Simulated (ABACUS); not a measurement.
## Al under changes of volume

One of the cells (16.603 Å³/atom); the others are scaled copies at fixed shape and fractional positions:

```
Al
1.0
     0.00000    2.02481    2.02481
     2.02481    0.00000    2.02481
     2.02481    2.02481    0.00000
Al
1
Cartesian
  0.0000 0.0000 0.0000
```

```yaml
Program: ABACUS 3.10.1
Functional: PBEsol
Potentials_or_basis: PseudoDojo NC SR 0.4.1 PBEsol standard
Cutoff: 558 eV
Density_cutoff: 2231 eV
Basis: plane waves
k_mesh: 11 × 11 × 11
Occupations: fermi-dirac, width 0.05 eV
Spin: no spin polarisation
```

```csv
volume (Å³/atom),energy over the lowest point (meV/atom),pressure (GPa)
15.607,5.47,3.3
15.939,0.80,1.3
16.271,0.00,-0.5
16.603,2.67,-2.1
16.935,8.45,-3.5
17.267,17.00,-4.7
17.599,?,?
```

**Question.** What does the run at 17.599 Å³/atom give?

**Answer.** Energy over the lowest point 28.04 meV/atom; pressure -5.9 GPa.

Worked out: A Birch-Murnaghan fit of order 3 (a polynomial in V^(-2/3)) to the other rows has its minimum at 16.18 Å³/atom with B0 = V·E''(V) = 84 GPa and B' = 4.4. It gives 28.04 meV/atom at 17.599 Å³/atom, against the run's 28.04, and -dE/dV = -5.9 GPa, against -5.9.

Energies are extrapolated to zero smearing.
